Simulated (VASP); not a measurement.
Input for VASP

### KPOINTS
```
Automatic mesh
0
Gamma
12 12 9
0 0 0
```

POSCAR:
```
CoPt
1
    2.6900000000     0.0000000000     0.0000000000
    0.0000000000     2.6900000000     0.0000000000
    0.0000000000     0.0000000000     3.7000000000
Co Pt
1 1
Direct
  0.0000000000   0.0000000000   0.0000000000
  0.5000000000   0.5000000000   0.5000000000
```

### INCAR
```
ALGO  =  Normal
EDIFF  =  1E-6
EDIFFG  =  -0.01
ENCUT  =  400
GGA  =  PS
IBRION  =  2
ISIF  =  3
ISMEAR  =  1
ISPIN  =  2
LASPH  =  .TRUE.
LCHARG  =  .FALSE.
LMAXMIX  =  6
LORBIT  =  10
LREAL  =  .FALSE.
LWAVE  =  .FALSE.
MAGMOM  =  2.0 0.0
NELM  =  100
NSW  =  60
PREC  =  Accurate
SIGMA  =  0.1
SYSTEM  =  CoPt
```

POTCAR, in this order: Co Pt (PBE.64 set). Program: vasp_std.

Question: Translate this PBEsol calculation to Quantum ESPRESSO's pw.x.

Answer: One equivalent input (not run):
```
&CONTROL
  calculation = 'vc-relax'
  pseudo_dir = './pseudo'
  outdir = './out'
  tprnfor = .true.
  tstress = .true.
  nstep = 60
  forc_conv_thr = 0.00039
/
&SYSTEM
  ibrav = 0
  nat = 2
  ntyp = 2
  ecutwfc = 96
  occupations = 'smearing'
  smearing = 'methfessel-paxton'
  degauss = 0.00735
  input_dft = 'pbesol'
  nspin = 2
  starting_magnetization(1) = 0.2
/
&ELECTRONS
  conv_thr = 7.3e-08
  electron_maxstep = 100
/
&IONS
/
&CELL
/
ATOMIC_SPECIES
  Co 58.933 Co.upf
  Pt 195.084 Pt.upf
CELL_PARAMETERS angstrom
     2.6900000    0.0000000    0.0000000
     0.0000000    2.6900000    0.0000000
     0.0000000    0.0000000    3.7000000
ATOMIC_POSITIONS crystal
  Co   0.0000000  0.0000000  0.0000000
  Pt   0.5000000  0.5000000  0.5000000
K_POINTS automatic
  12 12 9 0 0 0
```
What does not carry over: the potentials are each code's own (VASP's PAW set, PseudoDojo norm-conserving files in pw.x), so ENCUT and ecutwfc are chosen apart and not converted; conv_thr bounds pw.x's estimated SCF error, while EDIFF bounds the energy change between steps; starting_magnetization is a fraction of the valence charge and MAGMOM a moment in μB, so they match only roughly; forc_conv_thr acts on force components and is met together with etot_conv_thr.

The compound is CoPt in the L1_0 structure. This run relaxes it. Symmetry was kept, so distortions that lower it aren't found.
